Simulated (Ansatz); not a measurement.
A run on `CC(=O)[O-]` with other settings.

```yaml
crystal:
  periodic: [false, false, false]
  atoms:
    - {symbol: C, position_ang: [-0.330922, 0.543707, -0.162517]}
    - {symbol: C, position_ang: [0.477776, -0.726735, 0.207016]}
    - {symbol: O, position_ang: [0.854513, -0.795457, 1.396377]}
    - {symbol: O, position_ang: [0.642119, -1.552776, -0.715750]}
    - {symbol: H, position_ang: [-0.276312, 0.751403, -1.234251]}
    - {symbol: H, position_ang: [0.014847, 1.407288, 0.412100]}
    - {symbol: H, position_ang: [-1.382011, 0.372570, 0.097026]}
basis:
  gaussian: {orbitals: def2-mTZVPP, nuclear_model: gaussian}
total_charge: -2
magnetization: {spin_polarized: true, initial_magnetization: 1}
hamiltonian: {xc: {name: PBE-QIDH}}
```

```sh
$ ansatz run in.yaml --threads 2 --pin off --events-out ev --progress --plain --max-ram 32768MiB --backend cpu
```

Output, abridged:

```
Functional definition: PBE-QIDH
928 factors; integrals over basis functions are off by at most 1.2e-3 eV
mean field evaluation 1: about -6191.0533 eV, gradient 2.8e1 eV
mean field evaluation 2: about -6191.0542 eV, gradient 2.8e1 eV
mean field evaluation 4: about -6194.8992 eV, gradient 2.3e0 eV
mean field evaluation 8: about -6194.9576 eV, gradient 4.1e-1 eV
mean field evaluation 16: about -6194.9725 eV, gradient 9.3e-3 eV
mean field evaluation 32: about -6194.9725 eV, gradient 4.9e-6 eV
mean field -6194.97252218 eV, -227.6610410870 hartree, gradient 4.9e-6 eV, S^2 0.752523; 4 other end points of the search recorded, 0 dependent functions left out
4 core orbitals not correlated: weight in the atoms' cores, before any rotation towards them, 1.000 or more for the frozen orbitals, at most 0.000 for the correlated occupied ones
reference -6194.97253241 eV, -227.6610414630 hartree; 13, 12 occupied and 84, 85 virtual orbitals, 928 factors
second order -22.33494996 eV of doubles, -0.00000000 eV of singles
Total energy: -6202.41751573 eV, -227.9346395536 hartree
```

It took 11 s on 2 threads of a server CPU on a shared host, with 0.38 GiB of host memory at the peak.
